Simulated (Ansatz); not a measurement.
The calculation used Ansatz 0.2.0, DFT PBE, scalar-relativistic, plane waves, PAW. Cutoff 420 eV, Γ-centred meshes of about 0.25 Å⁻¹ or finer for metals and 0.3 Å⁻¹ for insulators (2π included), Gaussian smearing. Collinear spin where magnetic atoms keep a moment.

These are static total energies at zero pressure.

Two forms of Gd6N were relaxed alike.

A. (ferromagnetic moments up to 7.4 μB) Space group P-3m1 (No. 164), trigonal, a = 3.586 Å, c = 17.810 Å. Around Gd on its first site lie 12 Gd at 3.56–3.59 Å; around Gd on its second site lie 3 N at 2.47 Å, 9 Gd at 3.41–3.59 Å and 3 Gd at 3.79 Å; Gd on its third site has 12 Gd at 3.56–3.79 Å; N has 6 Gd at 2.47 Å.

B. (ferromagnetic moments up to 7.0 μB) Space group P-31m (No. 162), trigonal, a = 6.326 Å, c = 5.868 Å. Around Gd lie 1 N at 2.45 Å and 12 Gd at 3.45–3.84 Å; N is surrounded by 6 Gd at 2.45 Å.

Problem. Which is lower in energy, and by how much?

Solution. A is lower, by 12 meV/atom. A has space group P-3m1 (No. 164), 28.3 Å³/atom and no gap on its mesh; B has space group P-31m (No. 162), 29.1 Å³/atom and no gap. Both come from trial cells of a structure search.

The k mesh leaves some 4 meV/atom of noise in the energy of each metallic cell. The 4f shell of Gd is treated without a Hubbard U, which places its levels poorly. Another magnetic order may lie lower. Cells relaxed within their symmetry can be saddle points.
